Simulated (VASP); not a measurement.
# KMgF3 (Pm-3m) in VASP: a series of runs

The runs below take KMgF3 through relaxation of cell and atoms, with PBE+D3(BJ), PBEsol.

Everything below comes from runs of VASP 6.6.1. Logs are shortened: lines on timing, memory, paths and dates and some standing lists are left out, and cuts for length are marked.

## (1) The crystal as given

Symmetry: Pm-3m, No. 221, cubic system. The conventional cell has a = 3.986 Å, b = 3.986 Å, c = 3.986 Å, α = 90.00°, β = 90.00°, γ = 90.00°. Around K (site symmetry m-3m) lie 12 F at 2.82 Å. Mg (site symmetry m-3m) has 6 F at 1.99 Å as nearest neighbours. F (site symmetry 4/mmm) is surrounded by 2 Mg at 1.99 Å.

## (2) Relaxation of cell and atoms, PBE+D3(BJ)

INCAR

```
PREC = Accurate ; ENCUT = 600
EDIFF = 1E-6 ; ISMEAR = 0
SIGMA = 0.02 ; LREAL = F
LASPH = T ; NELM = 80
ALGO = Normal ; ISIF = 3
LWAVE = F ; LCHARG = F
GGA = PE ; IVDW = 12
IBRION = 2 ; NSW = 60
EDIFFG = -0.01 ; KPAR = 2
```

KPOINTS

```
regular mesh
0
Gamma
  6 6 6
```

POSCAR

```
KMgF3
1.0
    3.9859000000      0.0000000000      0.0000000000
    0.0000000000      3.9859000000      0.0000000000
    0.0000000000      0.0000000000      3.9859000000
K Mg F
1 1 3
Direct
    0.5000000000      0.5000000000      0.5000000000
    0.0000000000      0.0000000000      0.0000000000
    0.0000000000      0.0000000000      0.5000000000
    0.0000000000      0.5000000000      0.0000000000
    0.5000000000      0.0000000000      0.0000000000
```

Potentials or basis: VASP PAW PBE potentials, release 64 (K_sv, Mg, F).

Run with:

```bash
$ cat potpaw_PBE.64/K_sv/POTCAR potpaw_PBE.64/Mg/POTCAR potpaw_PBE.64/F/POTCAR > POTCAR
$ mpirun -np 2 vasp_std > vasp.out
```

OUTCAR:

```text
PREC = Accurate
   ENCUT = 600
   EDIFF = 1E-6
   ISMEAR = 0
   LREAL = F
   LASPH = T
   NELM = 80
   ISIF = 3
   GGA = PE
   IVDW = 12
   IBRION = 2
   NSW = 60
   EDIFFG = -0.01
 IVDW          = 12

 ion  position               nearest neighbor table
   1  0.500  0.500  0.500-   3 2.82   4 2.82   5 2.82   4 2.82   5 2.82   3 2.82   5 2.82   5 2.82
                             3 2.82   4 2.82   4 2.82   3 2.82   2 3.45   2 3.45   2 3.45   2 3.45
   2  0.000  0.000  0.000-   3 1.99   4 1.99   5 1.99   3 1.99   4 1.99   5 1.99   1 3.45   1 3.45
                             1 3.45   1 3.45   1 3.45   1 3.45   1 3.45   1 3.45
   3  0.000  0.000  0.500-   2 1.99   2 1.99   1 2.82   1 2.82   1 2.82   1 2.82
   4  0.000  0.500  0.000-   2 1.99   2 1.99   1 2.82   1 2.82   1 2.82   1 2.82
   5  0.500  0.000  0.000-   2 1.99   2 1.99   1 2.82   1 2.82   1 2.82   1 2.82

  LATTYP: Found a simple cubic cell.
 ALAT       =     3.9859000000

  Lattice vectors:

 A1 = (   3.9859000000,   0.0000000000,   0.0000000000)
 A2 = (   0.0000000000,   3.9859000000,   0.0000000000)
 A3 = (   0.0000000000,   0.0000000000,   3.9859000000)

Analysis of symmetry for initial positions (statically):
=====================================================================
 Subroutine PRICEL returns:
 Original cell was already a primitive cell.

 Routine SETGRP: Setting up the symmetry group for a
 simple cubic supercell.

 Subroutine GETGRP returns: Found 48 space group operations
 (whereof 48 operations were pure point group operations)
 out of a pool of 48 trial point group operations.

The static configuration has the point symmetry O_h .

Analysis of symmetry for dynamics (positions and initial velocities):
=====================================================================
 Subroutine PRICEL returns:
 Original cell was already a primitive cell.

 Routine SETGRP: Setting up the symmetry group for a
 simple cubic supercell.

 Subroutine GETGRP returns: Found 48 space group operations
 (whereof 48 operations were pure point group operations)
 out of a pool of 48 trial point group operations.

The dynamic configuration has the point symmetry O_h .

 Subroutine INISYM returns: Found 48 space group operations
 (whereof 48 operations are pure point group operations),
 and found     1 'primitive' translations

----------------------------------------------------------------------------------------

                                     Primitive cell

  volume of cell :      63.3256

  direct lattice vectors                    reciprocal lattice vectors
     3.985900000  0.000000000  0.000000000     0.250884367  0.000000000  0.000000000
     0.000000000  3.985900000  0.000000000     0.000000000  0.250884367  0.000000000
     0.000000000  0.000000000  3.985900000     0.000000000  0.000000000  0.250884367

  length of vectors
     3.985900000  3.985900000  3.985900000     0.250884367  0.250884367  0.250884367

  position of ions in fractional coordinates (direct lattice)
     0.500000000  0.500000000  0.500000000
     0.000000000  0.000000000  0.000000000
     0.000000000  0.000000000  0.500000000
     0.000000000  0.500000000  0.000000000
     0.500000000  0.000000000  0.000000000

  ion indices of the primitive-cell ions
   primitive index   ion index
                 1           1
                 2           2
                 3           3
                 4           4
                 5           5

----------------------------------------------------------------------------------------

 KPOINTS: regular mesh

Automatic generation of k-mesh.
 Grid dimensions read from file:
 generate k-points for:    6    6    6

 Generating k-lattice:

  Cartesian coordinates                     Fractional coordinates (reciprocal lattice)
     0.041814061  0.000000000  0.000000000     0.166666667  0.000000000  0.000000000
     0.000000000  0.041814061  0.000000000     0.000000000  0.166666667  0.000000000
     0.000000000  0.000000000  0.041814061     0.000000000  0.000000000  0.166666667

  Length of vectors
     0.041814061  0.041814061  0.041814061

  Shift w.r.t. Gamma in fractional coordinates (k-lattice)
     0.000000000  0.000000000  0.000000000

 Subroutine IBZKPT returns following result:
 ===========================================

 Found     20 irreducible k-points:

 Following reciprocal coordinates:
            Coordinates               Weight
  0.000000  0.000000  0.000000      1.000000
  0.166667  0.000000  0.000000      6.000000
  0.333333  0.000000  0.000000      6.000000
  0.500000  0.000000  0.000000      3.000000
  0.166667  0.166667  0.000000     12.000000
  0.333333  0.166667  0.000000     24.000000
[... 12 lines left out ...]
  0.500000  0.500000  0.333333      6.000000
  0.500000  0.500000  0.500000      1.000000
   k-points           NKPTS =     20   k-points in BZ     NKDIM =     20   number of bands    NBANDS=     20
   number of dos      NEDOS =    301   number of ions     NIONS =      5
   total plane-waves  NPLWV =  32768
   dimension x,y,z NGX =    32 NGY =   32 NGZ =   32
   dimension x,y,z NGXF=    64 NGYF=   64 NGZF=   64
   ions per type =               1   1   3
   NGX,Y,Z   is equivalent  to a cutoff of  13.35, 13.35, 13.35 a.u.
   NGXF,Y,Z  is equivalent  to a cutoff of  26.69, 26.69, 26.69 a.u.
 SYSTEM =  unknown system
   PREC   = accura    normal or accurate (medium, high low for compatibility)
   ISTART =      0    job   : 0-new  1-cont  2-samecut
   ICHARG =      2    charge: 1-file 2-atom 10-const
   ISPIN  =      1    spin polarized calculation?
   LNONCOLLINEAR =      F non collinear calculations
   LSORBIT =      F    spin-orbit coupling
   LASPH  =      T    aspherical Exc in radial PAW
   ENCUT  =  600.0 eV  44.10 Ry    6.64 a.u.   7.96  7.96  7.96*2*pi/ulx,y,z
   NELM   =     80;   NELMIN=  2; NELMDL= -5     # of ELM steps
   EDIFF  = 0.1E-05   stopping-criterion for ELM
   LREAL  =      F    real-space projection
   EDIFFG = -.1E-01   stopping-criterion for IOM
   NSW    =     60    number of steps for IOM
   IBRION =      2    ionic relax: 0-MD 1-quasi-New 2-CG
   NFREE  =      1    steps in history (QN), initial steepest desc. (CG)
   ISIF   =      3    stress and relaxation
   ISYM   =      2    0-nonsym 1-usesym 2-fastsym
   POTIM  = 0.5000    time-step for ionic-motion
   TEBEG  =    0.0;   TEEND  =   0.0 temperature during run
   PSTRESS=    0.0 pullay stress
   NELECT =      32.0000    total number of electrons
   NUPDOWN=      -1.0000    fix difference up-down
   EMIN   =  10.00;   EMAX   =-10.00  energy-range for DOS
   EFERMI =   0.00;   METHOD = LEGACY
   ISMEAR =     0;   SIGMA  =   0.02  broadening in eV -4-tet -1-fermi 0-gaus
   EFERMI_NEDOS =   21; number of points for ismear=-14 and -15
   IALGO  =     38    algorithm
   IMIX   =      4    mixing-type and parameters
     AMIX     =   0.40;   BMIX     =  1.00
     AMIX_MAG =   1.60;   BMIX_MAG =  1.00
  volume/ion in A,a.u.               =      12.67        85.47
  Fermi-wavevector in a.u.,A,eV,Ry     =   1.303962  2.464132 23.134232  1.700318
  Thomas-Fermi vector in A             =   2.434930
   LORBIT       =      0    0 simple, 1 ext, 2 COOP (PROOUT), +10 PAW based schemes
   GGA     = PE    functional components
   LHFCALC =     F    Hartree Fock is set to
   AEXX    =    0.0000 exact exchange contribution
   IVDW    =    12    specifies the selected vdW correction
   LEPSILON=     F    determine dielectric tensor
   LRPA    =     F    only Hartree local field effects (RPA)
 conjugate gradient relaxation of ions
 non-spin polarized calculation
 Gauss-broadening in eV      SIGMA  =   0.02
  energy-cutoff  :      600.00
  volume of cell :       63.33
 maximum number of plane-waves:      2176
 NGX is ok and might be reduce to    32
   NGX = 15   NGY = 15   NGZ = 15

--------------------------------------- Ionic step        1  -------------------------------------------

 number of electron      32.0000010 magnetization

 Free energy of the ion-electron system (eV)
  ---------------------------------------------------
  ext. energy  EPLUGINS =         0.00000000
  ---------------------------------------------------
  free energy    TOTEN  =       -24.42216180 eV

  energy without entropy =      -24.42216180  energy(sigma->0) =      -24.42216180

------------------------ aborting loop because EDIFF is reached ----------------------------------------

 Edisp (eV)   -0.83115

 E8    (eV) :    -0.3475

  FORCE on cell =-STRESS in cart. coord.  units (eV):
  Direction    XX          YY          ZZ          XY          YZ          ZX
  --------------------------------------------------------------------------------------
  -------------------------------------------------------------------------------------
  Total       0.46572     0.46572     0.46572    -0.00000     0.00000    -0.00000
  in kB      11.78313    11.78313    11.78313    -0.00000     0.00000    -0.00000
  external pressure =       11.78 kB  Pullay stress =        0.00 kB
[... 67 lines left out ...]
  energy  without entropy=      -25.2568518464  energy(sigma->0) =      -25.25685185

--------------------------------------- Ionic step        3  -------------------------------------------

 number of electron      32.0000025 magnetization

 Free energy of the ion-electron system (eV)
  ---------------------------------------------------
  ext. energy  EPLUGINS =         0.00000000
  ---------------------------------------------------
  free energy    TOTEN  =       -24.43857298 eV

  energy without entropy =      -24.43857298  energy(sigma->0) =      -24.43857298

 E-fermi :  -1.4847     XC(G=0):  -9.6059

 val. band max:       -1.6823961970   @ k =   0.5000   0.5000   0.5000
 cond. band min:       5.5047912047   @ k =   0.0000   0.0000   0.0000
 fundamental gap:      7.1871874017
 Fermi energy:        -1.4847008508

 k-point     1 :       0.0000    0.0000    0.0000
  band No.  band energies     occupation
      1     -27.3684      2.00000
      2     -21.7607      2.00000
      3     -21.1267      2.00000
      4     -21.1267      2.00000
      5     -10.8583      2.00000
      6     -10.8583      2.00000
[... 12 lines left out ...]
     19       8.3779      0.00000
[... 472 lines left out ...]
  FREE ENERGIE OF THE ION-ELECTRON SYSTEM (eV)
  ---------------------------------------------------
  free  energy   TOTEN  =       -25.2569301676 eV

  energy  without entropy=      -25.2569301676  energy(sigma->0) =      -25.25693017

 reached required accuracy - stopping structural energy minimisation
```

Run time: 25 s. Hardware: 2 MPI ranks of Intel Xeon Platinum 8259CL at 2.50GHz (Skylake/Cascade Lake), shared host; peak memory 0.2 GiB.

What came out:

- Free energy: -25.2569 eV
- Relaxed volume: 12.87 Å³/atom
- Relaxed cell: a = 4.007 Å, b = 4.007 Å, c = 4.007 Å, α = 90.00°, β = 90.00°, γ = 90.00°
- Space group after relaxing (to 0.05 Å): Pm-3m (No. 221)
- Energy gained by relaxing: 0.7 meV/atom
- Ionic steps: 3
- Pressure after relaxing: 0.0 GPa
- Band gap on the k mesh: 7.19 eV, indirect (least direct gap 7.51 eV)
- Dispersion energy per atom: -0.164 eV

The path:
```tsv
step	energy change (eV)	largest force (eV/Å)	pressure (GPa)	volume (Å³)
1	0.0000	0.0000	1.18	63.33
2	-0.0035	0.0000	0.16	64.18
3	-0.0036	0.0000	0.00	64.33
```

Final structure:
```
K Mg F
1.0
     4.00690    0.00000    0.00000
     0.00000    4.00690    0.00000
     0.00000    0.00000    4.00690
K Mg F
1 1 3
Direct
  0.50000 0.50000 0.50000
  0.00000 0.00000 0.00000
  0.00000 0.00000 0.50000
  0.00000 0.50000 0.00000
  0.50000 0.00000 0.00000
```

Levels at points of the mesh, in eV from the valence-band top:
```tsv
k point	band 12	band 13	band 14	band 15	band 16	band 17	band 18	band 19	band 20
(0.00, 0.00, 0.00)	-0.61	-0.61	-0.32	-0.32	-0.32	7.19	10.06	10.06	12.20
(0.50, 0.00, 0.00)	-0.84	-0.84	-0.84	-0.52	-0.52	10.02	10.29	11.08	12.74
(0.50, 0.50, 0.00)	-1.01	-1.01	-0.88	-0.88	-0.02	10.82	11.62	12.48	12.48
(0.50, 0.50, 0.50)	-1.10	-1.10	0.00	0.00	0.00	10.38	10.38	10.38	13.86
```

A k mesh can miss the band edges. Expect the measured gap to be larger: semilocal functionals such as PBE lack the derivative discontinuity.

## (3) Relaxation of cell and atoms, PBEsol

INCAR

```
SYSTEM = KMgF3
  PREC = Accurate
  ENCUT = 600
  EDIFF = 1E-7
  ISMEAR = 0
  SIGMA = 0.02
  LREAL = .False.
  LASPH = .True.
  NELM = 80
  ALGO = Fast
  ISIF = 3
  LWAVE = .False.
  LCHARG = .False.
  GGA = PS
  IBRION = 2
  NSW = 60
  EDIFFG = -0.005
  KPAR = 2
```

KPOINTS

```
Automatic mesh
0
Gamma
  6 6 6
  0 0 0
```

POSCAR is that of step 2.

Potentials or basis: VASP PAW PBE potentials, release 64 (K_sv, Mg, F).

Run with:

```bash
$ cat potpaw_PBE.64/K_sv/POTCAR potpaw_PBE.64/Mg/POTCAR potpaw_PBE.64/F/POTCAR > POTCAR
$ mpirun -np 2 vasp_std > vasp.out
```

It took 37 s on 2 MPI ranks of Intel Xeon Platinum 8259CL at 2.50GHz (Skylake/Cascade Lake), shared host; peak memory 0.19 GiB.

The run converged. Its results:

```yaml
Free_energy: -25.2702 eV
Relaxed_volume: 12.64 Å³/atom
Relaxed_cell: a = 3.983 Å, b = 3.983 Å, c = 3.983 Å, α = 90.00°, β = 90.00°, γ = 90.00°
Space_group_after_relaxing_to_0.05_Å: Pm-3m (No. 221)
Energy_gained_by_relaxing: 0.0 meV/atom
Ionic_steps: 2
Pressure_after_relaxing: 0.0 GPa
Band_gap_on_the_k_mesh: 7.14 eV, indirect (least direct gap 7.46 eV)
```

Final structure:
```yaml
crystal:
  lattice:
    - [3.98337, 0.00000, 0.00000]
    - [0.00000, 3.98337, 0.00000]
    - [0.00000, 0.00000, 3.98337]
  atoms:
    - { symbol: K, position: [0.50000, 0.50000, 0.50000] }
    - { symbol: Mg, position: [0.00000, 0.00000, 0.00000] }
    - { symbol: F, position: [0.00000, 0.00000, 0.50000] }
    - { symbol: F, position: [0.00000, 0.50000, 0.00000] }
    - { symbol: F, position: [0.50000, 0.00000, 0.00000] }
```

Levels at points of the mesh, in eV from the valence-band top:
```tsv
k point	band 12	band 13	band 14	band 15	band 16	band 17	band 18	band 19	band 20
(0.00, 0.00, 0.00)	-0.63	-0.63	-0.32	-0.32	-0.32	7.14	9.95	9.95	12.14
(0.50, 0.00, 0.00)	-0.89	-0.88	-0.88	-0.54	-0.54	9.97	10.31	11.01	12.75
(0.50, 0.50, 0.00)	-1.06	-1.06	-0.91	-0.91	-0.02	10.82	11.59	12.46	12.46
(0.50, 0.50, 0.50)	-1.13	-1.13	0.00	0.00	0.00	10.32	10.32	10.32	13.85
```

Caveat: the PAW data sets were made with another functional, which shifts forces and pressure a little. A k mesh can miss the band edges.
